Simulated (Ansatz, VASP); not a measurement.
# One calculation of Ca, two programs

```xyz
1
Lattice="-2.2212 2.2212 2.2212 2.2212 -2.2212 2.2212 2.2212 2.2212 -2.2212" Properties=species:S:1:pos:R:3 pbc="T T T"
Ca    0.0000    0.0000    0.0000
```

This isn't the form of Ca at room conditions, which is fcc.

Alike in both runs: task single point; functional r2SCAN; k mesh 7 × 7 × 7; no spin polarisation.

```csv
,VASP,Ansatz
version,VASP 6.6.1,Ansatz 0.2.0
potentials or method,"VASP PAW PBE potentials, release 64 (Ca_sv)","plane waves, PAW"
plane-wave cutoff (eV),520,571
occupations,"methfessel-paxton of order 1, width 0.15 eV","cold, width 0.15 eV"
valence electrons in the cell,10,10
```

|  | VASP | Ansatz | Ansatz less VASP |
| --- | --- | --- | --- |
| pressure (GPa) | -0.1 | -0.1 | -0.06 |

Caveats: the PAW data sets were made with another functional, which shifts forces and pressure a little (VASP).
